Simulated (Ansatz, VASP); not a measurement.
## C in VASP and in Ansatz

```
C
1.0
     0.00000    0.00000    3.23171
     3.42210    0.00000    0.00000
     0.00000    6.84420    0.00000
C
10
Cartesian
  0.0000 0.9634 2.0269
  0.0000 4.3855 2.0269
  0.9634 0.0000 1.2048
  0.9634 3.4221 1.2048
  2.4587 0.0000 1.2048
  2.4587 3.4221 1.2048
  0.0000 2.4587 2.0269
  0.0000 5.8808 2.0269
  3.4221 0.0000 0.0000
  3.4221 3.4221 0.0000
```

Alike in both runs: task single point; functional PBE; k mesh 4 × 4 × 2; occupations gaussian, width 0.1 eV; no spin polarisation.

|  | VASP | Ansatz |
| --- | --- | --- |
| version | VASP 6.6.1 | Ansatz 0.2.0 |
| potentials or method | VASP PAW PBE potentials, release 64 (C) | scalar-relativistic, plane waves, PAW |
| plane-wave cutoff (eV) | 520 | 420 |
| valence electrons in the cell | 40 | 40 |

VASP gave:

- gap on the k mesh at the Fermi level (eV): 1.83
- least direct gap on the mesh (eV): 2.11
- pressure (GPa): 0.5
- largest component of the traceless stress (GPa): 0.19
- rms of the force components (eV/Å): 0.029

**Question.** Estimate Ansatz's values.

**Answer.** gap on the k mesh at the Fermi level (eV): 1.84; least direct gap on the mesh (eV): 2.11; pressure (GPa): 0.0; largest component of the traceless stress (GPa): 0.06; rms of the force components (eV/Å): 0.008.

Atom by atom the forces differ by 0.021 eV/Å (rms over components). With one functional, cell and mesh, what is left measures potentials, basis and numerics.

Caveats: the k mesh is coarse (spacing up to 0.49 Å⁻¹), so the values aren't converged.
